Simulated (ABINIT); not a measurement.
# NbAs in ABINIT: convergence with smearing width

Input of the first run (smearing width 0.272 eV); the others differ in this setting and in those tied to it:

run.abi

```
# Pseudopotentials
pp_dirpath "./"
pseudos "Nb.GGA_PBE-JTH.xml, As.GGA_PBE-JTH.xml"

# Structure
acell 3*1.0 Angstrom
rprim
    -1.7258500000     1.7258500000     5.8400000000
     1.7258500000    -1.7258500000     5.8400000000
     1.7258500000     1.7258500000    -5.8400000000
ntypat 2
znucl 41 33
natom 4
typat 1 1 2 2
xred
     0.5000000000     0.0000000000     0.5000000000
     0.7500000000     0.7500000000     0.0000000000
     0.9160000000     0.4160000000     0.5000000000
     0.1660000000     0.1660000000     0.0000000000

# Plane-wave basis
ecut 16.0
pawecutdg 32.0
pawxcdev 0

# k points
kptopt 1
ngkpt 8 8 8
nshiftk 1
shiftk 0.0 0.0 0.0

# Exchange and correlation
ixc -116133

# Bands and occupations
nband 34
occopt 4
tsmear 0.00999582

# SCF cycle
nstep 100
tolvrs 1.0e-9

# Output
iomode 3
prtwf 0
prtden 0
prteig 0
prtebands 0
enunit 2
```

Potentials or basis: JTH PAW PBE v2.0.

Command:

```console
$ abinit run.abi > log 2>&1
```

Hardware: 1 thread of Arm Neoverse V2 (shared host).

The values tried are 0.272 eV, 0.2 eV, 0.136 eV, 0.1 eV, 0.05 eV, 0.025 eV, 0.01 eV, loosest first. From which on does the largest force stay within 0.005 eV/Å of the tightest run that finished?

From 0.136 eV on.

```csv
smearing width,energy less the tightest run (meV/atom),largest force (eV/Å),SCF cycles,CPU time (s),peak memory (GiB)
0.272 eV,-0.61,0.293,12,210,0.26
0.2 eV,-0.42,0.291,11,190,0.25
0.136 eV,-0.18,0.290,11,190,0.25
0.1 eV,-0.08,0.290,11,190,0.25
0.05 eV,0.00,0.290,12,210,0.25
0.025 eV,0.01,0.287,12,210,0.25
0.01 eV,0.00,0.286,12,210,0.25
```

Against the tightest run, the energy stays within 1 meV/atom from 0.272 eV on. Narrower smearing needs a denser k mesh, so at a fixed mesh the narrowest width isn't the most accurate. The tightest run that finished is the yardstick and may itself not be fully converged.

Caveat, for the tightest run too: the PAW data sets were made with another functional, which shifts forces and pressure a little.
